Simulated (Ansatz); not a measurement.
A single-point run of Ansatz (plane waves, PAW) on a 2-atom cell of MgS started from a crystallographic database, with the lines that name the functional removed. The cell was relaxed with r2SCAN and then strained (epitaxial +1.02 % in the xy plane, free normal strain -0.56 %), with the atoms relaxed again with r2SCAN; k points keep the names of the unstrained zone.

```
Mg S
1.0
     0.00000    2.62805    2.58682
     2.62805    0.00000    2.58682
     2.62805    2.62805    0.00000
Mg S
1 1
Direct
  0.00000 0.00000 0.00000
  0.50000 0.50000 0.50000
```

```
Pseudopotential: Mg, paw, valence charge 10, recommended cutoff 420 eV
Pseudopotential: S, paw, valence charge 6, recommended cutoff 420 eV
Crystal: 2 atoms, lattice volume = 35.733 Å³
Basis set: ecut = 420 eV, 709 PW (Γ)
Bands: 12, of which v1, the nominal top of the filled ones, is band 8 counted from 1 (7 counted from 0)
Symmetry: 16 space group operations
Space group: I4/mmm (ITA 139)
k-points: 59 of 512
SCF 1 converged in 6 iterations: F = -2828.746917 eV  dr2 = 7.68e-10
NSCF: frozen V_eff on 7 k-points
SCF converged after 6 iterations
Free energy (F): -2828.746917 eV
Fermi energy:    7.595790 eV
--- Per-component energies (eV) ---
  E_band       = -334.402369
  E_kinetic    = 184.926432
  E_local      = -1673.299120
  E_nonlocal   = 123.392312
  E_hartree    = 595.568569
  E_xc         = -127.583172
  E_vxc        = -126.819773
  E_paw        = -893.117225
  E_vpaw       = -33.739432
  E_ewald      = -1038.634710
--- Stress (GPa, compression-positive) ---
       -0.430887       0.000000       0.000000
        0.000000      -0.430887       0.000000
        0.000000       0.000000       1.148571
  P = ⅓ Tr σ = 0.0956 GPa (0.956 kbar)
--- Band table (eV; the first three rows and the last of 59) ---
  k-point 0: bands = […, -35.2805, -35.2758, -6.3623, 6.1747, 6.2458, 6.2458, 9.8318, 14.0957, 14.0957, 14.2567]
  k-point 1: bands = […, -35.2807, -35.2762, -6.2139, 5.1846, 6.1099, 6.1397, 10.6375, 13.8266, 14.3253, 14.4519]
  k-point 2: bands = […, -35.2810, -35.2769, -5.8134, 3.4546, 5.9085, 5.9116, 11.1293, 13.9089, 14.0905, 14.4369]
  k-point 58: bands = […, -35.2830, -35.2814, -4.6971, 2.1258, 4.5315, 4.5315, 8.9317, 10.6149, 18.1987, 18.8676]
```

Levels at the listed points, from bands.tsv (eV from the Fermi energy, bands near the gap, counted from 0):
```tsv
# k_distance	band_3	band_4	band_5	band_6	band_7	band_8	band_9	band_10	band_11
# fermi_ev = 7.595790
# [0, 0, 0] at k_distance = 0.000000
# [0.5, 0, 0.5] at k_distance = 1.195407
# [0.625, 0.25, 0.625] at k_distance = 1.621428
# [0.375, 0.375, 0.75] at k_distance = 2.355420
# [0.5, 0.5, 0.5] at k_distance = 3.095253
# [0.5, 0.25, 0.75] at k_distance = 3.947295
# [0.5, 0.5, 0] at k_distance = 5.753163
# levels_relative_to = fermi_ev
0.000	-42.872	-13.958	-1.421	-1.350	-1.350	2.236	6.500	6.500	6.661
1.195	-42.874	-12.350	-5.487	-3.064	-2.929	1.414	3.075	10.437	11.224
1.621	-42.874	-12.340	-4.991	-4.503	-2.681	2.554	5.330	8.230	8.577
2.355	-42.876	-12.310	-4.987	-4.482	-2.745	2.459	5.227	8.233	8.665
3.095	-42.873	-12.682	-6.122	-1.968	-1.926	3.150	5.421	5.592	8.602
3.947	-42.876	-12.279	-4.550	-4.538	-3.649	3.776	6.463	6.535	6.583
5.753	-42.877	-12.293	-5.470	-3.064	-3.064	1.336	3.019	10.603	11.272
```
In order the rows are Γ, X, U, K, L, W, X.

Task: Which functional gave these numbers?
A. PBE
B. r2SCAN
C. r2SCANh
D. LDA

Result: A. PBE. There is no exchange loop, so no exact exchange. The PBE gap is indirect, 2.69 eV (Γ to X), below the direct gap of 3.59 eV at Γ. Within one family of functionals the choice rests on the size of the gap and stress, not on a line of the log.

Run as `ansatz run input.yaml --threads 4 --pin off --max-ram 5529MiB --backend cpu --events-out ev --progress --plain --runs-dir out`. It took 0.66 s on 4 threads of Arm Neoverse V1, with other jobs on the host, load about 0.4 per core; peak host memory 0.29 GiB.

Calculated for a static, non-magnetic cell.
